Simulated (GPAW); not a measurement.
# Quasiparticle gap of MoS2 in GPAW

How does a plane-wave GW calculation on MoS2 run from the first input to the gap?

Program: GPAW 26.7.0. Level of theory: PBE and many-body steps on it, plane waves. Results are calculated unless marked as measured.

The database entry behind the starting cell differs from later determinations by our own check (about 0.3 % long), so it need not match the best structure at ambient conditions.

**1. The starting structure**

The cell holds 3 atoms: 1 Mo and 2 S. Its edges and angles: a = 3.169 Å, b = 3.169 Å, c = 14.100 Å, α = 90.0°, β = 90.0°, γ = 120.0°. It derives from MoS2. Vacuum lies along c.

**2. Ground state**

This step: GPAW 26.7.0; DFT, PBE, plane waves, PAW.

The ground-state density comes first.

run.py reads:

```python
import json
import numpy as np
from gpaw.mpi import world
from ase import Atoms
from gpaw import GPAW, PW, FermiDirac

atoms = Atoms(['Mo', 'S', 'S'],
    cell=[[3.1690000000, 0.0000000000, 0.0000000000],
      [-1.5845000000, 2.7444345046, 0.0000000000],
      [0.0000000000, 0.0000000000, 14.1000000000]],
    scaled_positions=[[0.6666666667, 0.3333333333, 0.5000000000],
      [0.3333333333, 0.6666666667, 0.3889965957],
      [0.3333333333, 0.6666666667, 0.6110034043]],
    pbc=(True, True, False))
calc = GPAW(mode=PW(450),
    xc='PBE',
    kpts={'size': (12, 12, 1), 'gamma': True},
    occupations=FermiDirac(0.001),
    nbands=-7,
    convergence={'density': 1e-6, 'bands': -3},
    maxiter=100,
    txt='gs.txt')
atoms.calc = calc
res = {'energy': atoms.get_potential_energy(), 'forces': atoms.get_forces(), 'stress': atoms.get_stress()}
kpts = calc.get_ibz_k_points()
res['kpts'] = kpts
res['eigenvalues'] = [calc.get_eigenvalues(kpt=k) for k in range(len(kpts))]
res['n_electrons'] = calc.get_number_of_electrons()
calc.write('gs.gpw')

if world.rank == 0:
    with open('result.json', 'w') as f:
        json.dump(res, f, default=lambda x: x.tolist())
```

Started as:

```bash
> mpirun -n 4 gpaw python run.py
```

Numbers of over 12 decimals in the logs are rounded to 6 here.

Log:

```text
__  _  _
 | _ |_)|_||  |
 |__||  | ||/\| - 26.7.0

Input parameters:
  mode=PW(ecut=450.000000),
  convergence={'density': 1e-06, 'bands': -3},
  kpts=MonkhorstPack(size=(12, 12, 1), gamma=True),
  maxiter=100,
  nbands=-7,
  occupations=Occupations(name='fermi-dirac', width=0.001, fixmagmom=False),
  xc=XC(name='PBE')
  [... matrices ...]
Diagonalizing LCAO Hamiltonian
Converting LCAO to pw mode

        S

           Mo

        S

Atoms  # Å, Bohr magnetons
|   | symbol |         x |        y |        z |    initial magnetic moments |
| 0 |     Mo |  1.584500 | 0.914812 | 7.050000 | ( 0.0000,  0.0000,  0.0000) |
| 1 |      S | -0.000000 | 1.829623 | 5.484852 | ( 0.0000,  0.0000,  0.0000) |
| 2 |      S | -0.000000 | 1.829623 | 8.615148 | ( 0.0000,  0.0000,  0.0000) |

Unit cell  # Å
| periodic |         x |        y |         z |   lengths |     angles |
|      yes |  3.169000 | 0.000000 |  0.000000 |  3.169000 |  90.000000 |
|      yes | -1.584500 | 2.744435 |  0.000000 |  3.169000 |  90.000000 |
|       no |  0.000000 | 0.000000 | 14.100000 | 14.100000 | 120.000000 |

Number of symmetries: 12
Symmetry operations  # r_c * U_cc + t_c -> r_c
|    | kind |            matrix            |
|  0 |  σ   |  1, 1, 0,  0,-1, 0,  0, 0, 1 |
|  1 |  C2  |  1, 1, 0,  0,-1, 0,  0, 0,-1 |
|  2 |  E   |  1, 0, 0,  0, 1, 0,  0, 0, 1 |
|  3 |  σ   |  1, 0, 0,  0, 1, 0,  0, 0,-1 |
|  4 |  C3  |  0, 1, 0, -1,-1, 0,  0, 0, 1 |
|  5 |  S3  |  0, 1, 0, -1,-1, 0,  0, 0,-1 |
|  6 |  σ   |  0,-1, 0, -1, 0, 0,  0, 0, 1 |
|  7 |  C2  |  0,-1, 0, -1, 0, 0,  0, 0,-1 |
|  8 |  σ   | -1, 0, 0,  1, 1, 0,  0, 0, 1 |
|  9 |  C2  | -1, 0, 0,  1, 1, 0,  0, 0,-1 |
| 10 |  C3  | -1,-1, 0,  1, 0, 0,  0, 0, 1 |
| 11 |  S3  | -1,-1, 0,  1, 0, 0,  0, 0,-1 |

BZ-sampling:
  Number of BZ points: 144
  Number of IBZ points: 19

  Monkhorst-Pack size: [12, 12, 1]
  Monkhorst-Pack shift: [0.041667, 0.041667, 0.0]

K-points  # in reciprocal-cell coordinates
|     |                                coordinates |     weight |
|   0 | ( -0.00000000,  -0.00000000,   0.00000000) | 0.00694444 |
|   1 | (  0.08333333,  -0.00000000,   0.00000000) | 0.04166667 |
|   2 | (  0.16666667,  -0.08333333,   0.00000000) | 0.04166667 |
|   3 | (  0.16666667,  -0.00000000,   0.00000000) | 0.04166667 |
|   4 | (  0.25000000,  -0.08333333,   0.00000000) | 0.08333333 |
|   5 | (  0.25000000,  -0.00000000,   0.00000000) | 0.04166667 |
|   6 | (  0.33333333,  -0.16666667,   0.00000000) | 0.04166667 |
|   7 | (  0.33333333,  -0.08333333,   0.00000000) | 0.08333333 |
|   8 | (  0.33333333,  -0.00000000,   0.00000000) | 0.04166667 |
|   9 | (  0.33333333,   0.33333333,   0.00000000) | 0.01388889 |
| ... |                                            |            |
|  18 | (  0.50000000,   0.50000000,   0.00000000) | 0.02083333 |

Plane wave coefficients: 2701
Cutoff: 450.000000 eV

Spin-components: 1 (collinear spins)
Bands:           20
Projectors:      16
Spin-degeneracy: 2
Datatype:        complex128

  Storage: CPU
  Wave functions: 16_422_080 bytes (4_105_520 per core)
  Projectors: 18_885_392 bytes (4_721_348 per core)
  [... matrices ...]
Parallelization:
  kpt:    4
  domain: 1
  band:   1

Density:
  Valence electrons: 26.0
  Components: 1
  Grid points: [16 16 70]
  Charge: 0.0  # |e|

Potential:
  Grid points: [16 16 70]

species:
  Mo:
    name:    Molybdenum
    Z:       42.0
    valence: 14
    core:    28
    charge:  0.0  # [|e|]
    compensation charges:
      type: gauss
      rc: 0.38  # [Å]
      lmax: 2
    cutoffs:
      filter: 2.16  # [Å]
      core: 1.42  # [Å]
    projectors
    | kind |    occ | energy [eV] | rcut [Å] |
    |   4s |  2.000 |     -64.307 |    1.238 |
    |   5s |  1.000 |      -4.084 |    1.238 |
    |   4p |  6.000 |     -38.491 |    1.296 |
    |   5p |  0.000 |      -1.044 |    1.296 |
    |   4d |  5.000 |      -3.754 |    1.296 |
    |    d |        |      23.458 |    1.296 |

    Using partial waves for Mo as LCAO basis

  S:
    name:    Sulfur
    Z:       16.0
    valence: 6
    core:    10
    charge:  0.0  # [|e|]
    compensation charges:
      type: gauss
      rc: 0.24  # [Å]
      lmax: 2
    cutoffs:
      filter: 1.77  # [Å]
      core: 1.66  # [Å]
    projectors
    | kind |    occ | energy [eV] | rcut [Å] |
    |   3s |  2.000 |     -17.254 |    0.974 |
    |   3p |  4.000 |      -7.008 |    0.979 |
    |    s |        |       9.957 |    0.974 |
    |    p |        |      20.203 |    0.979 |
    |    d |        |       0.000 |    0.900 |

    Using partial waves for S as LCAO basis

Reference energy: -131849.312427  # eV

eigensolver:
  PPCG
  Converge bands: -3
  niter=2

density mixing:
  MSR1-Mixer
  Pratt-step length: 0.05
  Maximum mixing coefficient: 0.75
  Old densities: 10
  SVD Regularization: 0.005
  Good broyden scale: 1.0
  Trust region scale: 1.0
  Backstep threshold: 4.0
  History deletion threshold: 6.0
  Fourier metric: weight=20.0, sigma=0.015

occupation numbers:
  Fermi-Dirac:
    width: 0.0010  # eV

poisson solver:
  ecut: 3600.000000  # eV

xc functional:
  name: PBE with 2 nearest neighbor stencil

Initialization done in: 0.812 s

convergence criteria:
- Maximum integral of absolute [dens]ity change: 1e-06 electrons / valence electron
- Maximum [total energy] change in last 3 cyles: 0.0005 eV / valence electron
- Maximum integral of absolute [eigenst]ate change: 4e-08 eV^2 / valence electron
maximum number of iterations: 100

SCF iterations
|iter     |     time |      energy | eigst |  dens |
|iter:   1|  |  -23.751699 | +0.73 |       |
|iter:   2|  |  -23.210448 | -0.85 | -0.97 |
|iter:   3|  |  -22.117112 | -0.70 | -1.04 |
|iter:   4|  |  -22.098714 | -1.85 | -1.51 |
|iter:   5|  |  -22.099761 | -2.60 | -1.82 |
|iter:   6|  |  -22.099036c| -3.23 | -2.49 |
|iter:   7|  |  -22.098949c| -4.17 | -2.90 |
|iter:   8|  |  -22.098944c| -5.30 | -3.41 |
|iter:   9|  |  -22.098944c| -6.52 | -4.25 |
|iter:  10|  |  -22.098944c| -7.42c| -4.82 |
|iter:  11|  |  -22.098944c| -8.10c| -5.59 |
|iter:  12|  |  -22.098944c| -8.43c| -6.35c|

Converged in 12 steps
SCF loop duration: 3.877 s (0.323 s/step)
Energy contributions relative to reference atoms: (reference = -131849.312427)
  [... matrices ...]
Energy contributions:
  Kinetic:          -1.298675
  Coulomb:          -5.111522
  Zero:             -0.175869
  External:          0.000000
  Xc:              -15.512879
  Entropy:          -0.000000
  Spinorbit:         0.000000
  ----------------------------
  Free energy:     -22.098944
  Extrapolated:    -22.098944

dipole moment: (-0.584421, 0.337417, 0.000004)  # |e|*Ang

Fermi level: 1.546
Eigenvalues  # (at kpt = [-0.000, -0.000, 0.000])
| band index |      eig [eV] | occ [0-2] |
|          0 |       -60.975 |     2.000 |
|        ... |               |           |
|          5 |       -12.886 |     2.000 |
|          6 |        -5.669 |     2.000 |
|          7 |        -2.632 |     2.000 |
|          8 |        -2.632 |     2.000 |
|          9 |        -1.871 |     2.000 |
|         10 |        -1.519 |     2.000 |
|         11 |        -1.519 |     2.000 |
|         12 |        -0.106 |     2.000 |
|         13 |         2.726 |     0.000 |
[...]
|         18 |         5.893 |     0.000 |
|         19 |         6.270 |     0.000 |

Gap: 1.709 eV
Transition (v -> c):
  (s=0, k=9, n=12, [0.33, 0.33, 0.00]) -> (s=0, k=9, n=13, [0.33, 0.33, 0.00])
No difference between direct/indirect transitions
vacuum-level: 5.873  # V

Forces  # eV/Ang
|        x |        y |        z |
|  0.00000 | -0.00000 |  0.00000 |  # Mo   0
|  0.00000 | -0.00000 | -0.06095 |  # S    1
| -0.00000 | -0.00000 |  0.06095 |  # S    2

Force computation time: 0.040  # s

Stress tensor  # eV/Ang^3
|         x |         y |         z |
| -0.003442 |  0.000000 |  0.000000 |
| -0.000000 | -0.003442 |  0.000000 |
|  0.000000 |  0.000000 | -0.000762 |

Stress computation time: 0.334  # s

# Writing to gs.gpw (mode='')
  [... matrices ...]
```

Elapsed: 6.7 s, on 4 MPI ranks of Arm Neoverse V2, shared host; peak memory 0.69 GiB; 26 s of CPU time.

Numbers from this step:

- total energy: -22.10 eV
- gap: 1.709 eV
- k of the valence top: 0.3333, 0.3333, 0
- k of the conduction bottom: 0.3333, 0.3333, 0
- least direct gap: 1.709 eV

The gap is direct, at (0.333, 0.333, 0.000).

**3. Bands along the symmetry lines**

Levels along a band path, at the cheap level, show where the edges lie and whether the meshes to come will hold them.

run.py reads:

```python
import json
import numpy as np
from gpaw.mpi import world
from gpaw import GPAW

path = [[0.000000, 0.000000, 0.000000],
    [0.062500, 0.000000, 0.000000],
    [0.125000, 0.000000, 0.000000],
    [0.187500, 0.000000, 0.000000],
    [0.250000, 0.000000, 0.000000],
    [0.312500, 0.000000, 0.000000],
    [0.375000, 0.000000, 0.000000],
    [0.437500, 0.000000, 0.000000],
    [0.500000, 0.000000, 0.000000],
    [0.479167, 0.041667, 0.000000],
    [0.458333, 0.083333, 0.000000],
    [0.437500, 0.125000, 0.000000],
    [0.416667, 0.166667, 0.000000],
    [0.395833, 0.208333, 0.000000],
    [0.375000, 0.250000, 0.000000],
    [0.354167, 0.291667, 0.000000],
    [0.333333, 0.333333, 0.000000],
    [0.291667, 0.291667, 0.000000],
    [0.250000, 0.250000, 0.000000],
    [0.208333, 0.208333, 0.000000],
    [0.166667, 0.166667, 0.000000],
    [0.125000, 0.125000, 0.000000],
    [0.083333, 0.083333, 0.000000],
    [0.041667, 0.041667, 0.000000],
    [0.000000, 0.000000, 0.000000]]
calc = GPAW('gs.gpw').fixed_density(kpts=path,
    symmetry='off',
    nbands=23,
    convergence={'bands': 19},
    txt='bands.txt')
res = {}
kpts = calc.get_ibz_k_points()
res['kpts'] = kpts
res['eigenvalues'] = [calc.get_eigenvalues(kpt=k) for k in range(len(kpts))]
res['n_electrons'] = calc.get_number_of_electrons()

if world.rank == 0:
    with open('result.json', 'w') as f:
        json.dump(res, f, default=lambda x: x.tolist())
```

Started as:

```bash
> mpirun -n 4 gpaw python run.py
```

Log:

```text
Diagonalizing LCAO Hamiltonian
Converting LCAO to pw mode
convergence criteria:
- Maximum integral of absolute [eigenst]ate change: 4e-08 eV^2 / valence electron
maximum number of iterations: 100

SCF iterations
|iter     |     time |      energy | eigst |  dens |
|iter:   1|  |             | +1.16 |       |
|iter:   2|  |             | +0.14 |       |
|iter:   3|  |             | -0.70 |       |
[...]
|iter:  10|  |             | -6.78 |       |
|iter:  11|  |             | -7.38 |       |
|iter:  12|  |             | -7.89c|       |
SCF steps: 12
  __  _  _
 | _ |_)|_||  |
 |__||  | ||/\| - 26.7.0

Input parameters:
  mode=PW(ecut=450.000000),
  convergence={'bands': 19},
  gpts=array([16, 16, 70]),
  kpts=KPoints(kpts=array([[0.      , 0.      , 0.      ],
         [0.0625  , 0.      , 0.      ],
         [0.125   , 0.      , 0.      ],
         [0.1875  , 0.      , 0.      ],
[...]
[0.479167, 0.041667, 0.      ],
         [0.458333, 0.083333, 0.      ],
[...]
[0.416667, 0.166667, 0.      ],
[...]
[0.25    , 0.25    , 0.      ],
[...]
[0.125   , 0.125   , 0.      ],
         [0.083333, 0.083333, 0.      ],
         [0.041667, 0.041667, 0.      ],
         [0.      , 0.      , 0.      ]])),
  maxiter=100,
  nbands=23,
  occupations=Occupations(name='fermi-dirac', width=0.001, fixmagmom=False),
  parallel={},
  symmetry=Symmetry(point_group=False, time_reversal=False),
  xc=XC(name='PBE')
  [... matrices ...]
timing:  # [seconds]
  Total: 0.031  # ━━━━━━━━━━━━━━━━━━━━━━━━━━━━━━━━━━━━━━━━━━━━━━━━━━━━━━━━━━━
```

Run time: 7.2 s. Hardware: 4 MPI ranks; peak memory 0.75 GiB; 28 s of CPU time.

This step gave:

* gap: 1.709 eV
* k of the valence top: 0.3333, 0.3333, 0
* k of the conduction bottom: 0.3333, 0.3333, 0
* least direct gap: 1.709 eV

The gap is 1.709 eV, as in the run before at this level.

The electronic bands at the labelled points (eV, zero at the top of the highest filled band):

```
  point  band 10  band 11  band 12  band 13  band 14  band 15  band 16  band 17
      Γ    -1.80    -1.44    -1.44    -0.03     2.80     2.80     3.04     3.04
halfway    -2.43    -1.73    -1.32    -0.72     2.16     2.38     2.93     3.81
      M    -3.11    -1.87    -0.93    -0.62     2.27     2.78     3.88     4.33
halfway    -3.12    -2.33    -1.88    -0.30     2.16     3.06     3.50     4.41
      K    -3.53    -2.88    -2.14     0.00     1.71     3.05     3.56     4.90
halfway    -3.16    -1.93    -1.03    -0.78     1.93     2.49     2.69     4.20
      Γ    -1.80    -1.44    -1.44    -0.03     2.80     2.80     3.04     3.04
```

**4. Empty states on the mesh, 12×12×1 mesh, 209 bands**

The sums over transitions need many empty states on a uniform mesh; this step solves for them.

run.py reads:

```python
import json
import numpy as np
from gpaw.mpi import world
from gpaw import GPAW

calc = GPAW('gs.gpw').fixed_density(kpts={'size': (12, 12, 1), 'gamma': True},
    parallel={'domain': 1, 'band': 1},
    txt='nscf.txt')
calc.diagonalize_full_hamiltonian(nbands=209)
calc.write('full.gpw', mode='all')
res = {}
kpts = calc.get_ibz_k_points()
res['kpts'] = kpts
res['eigenvalues'] = [calc.get_eigenvalues(kpt=k) for k in range(len(kpts))]
res['n_electrons'] = calc.get_number_of_electrons()

if world.rank == 0:
    with open('result.json', 'w') as f:
        json.dump(res, f, default=lambda x: x.tolist())
```

Started as:

```bash
> mpirun -n 4 gpaw python run.py
```

Log:

```text
Diagonalizing LCAO Hamiltonian
Converting LCAO to pw mode
convergence criteria:
- Maximum integral of absolute [eigenst]ate change: 4e-08 eV^2 / valence electron
maximum number of iterations: 100

SCF iterations
|iter     |     time |      energy | eigst |  dens |
|iter:   1|  |             | +0.60 |       |
|iter:   2|  |             | -0.80 |       |
|iter:   3|  |             | -1.88 |       |
[...]
|iter:  10|  |             | -6.77 |       |
|iter:  11|  |             | -7.36 |       |
|iter:  12|  |             | -7.97c|       |
SCF steps: 12
  __  _  _
 | _ |_)|_||  |
 |__||  | ||/\| - 26.7.0

Input parameters:
  mode=PW(ecut=450.000000),
  convergence={'density': 1e-06, 'bands': -3},
  gpts=array([16, 16, 70]),
  kpts=MonkhorstPack(size=(12, 12, 1), gamma=True),
  maxiter=100,
  nbands=20,
  occupations=Occupations(name='fermi-dirac', width=0.001, fixmagmom=False),
  parallel={'domain': 1, 'band': 1},
  xc=XC(name='PBE')
Matrix size: 2701x2701
# Writing to full.gpw (mode='all')
  [... matrices ...]

timing:  # [seconds]
  Total: 74.947  # ━━━━━━━━━━━━━━━━━━━━━━━━━━━━━━━━━━━━━━━━━━━━━━━━━━━━━━━━━━
```

It took 81 s on 4 MPI ranks; peak memory 3.1 GiB; 5.4 min of CPU time.

This step gave:

| Quantity | Value |
| --- | --- |
| gap | 1.709 eV |
| k of the valence top | 0.3333, 0.3333, 0 |
| k of the conduction bottom | 0.3333, 0.3333, 0 |
| least direct gap | 1.709 eV |
| k points computed | 19 |
| lowest point of the top converged band, above the valence top | 76.2678 eV |

On this mesh the gap is 1.709 eV.

[end of part 1 of 2]

[Paths, hosts, dates, memory and timing lines, banners, echoed tables and standing remarks are left out of the program output.]

[Logs are printed without paths, hosts, clocks, repeated set-up lines and the standing remarks that a program may print on its own settings, such as how far it seeks lower states.]

[Runs of the session that timed out or met a known fault of the program may be left out.]

[Hosts, paths, dates, database ids (printed as entryN), source tags and the programs' standing remarks are cut or masked in the printed files.]
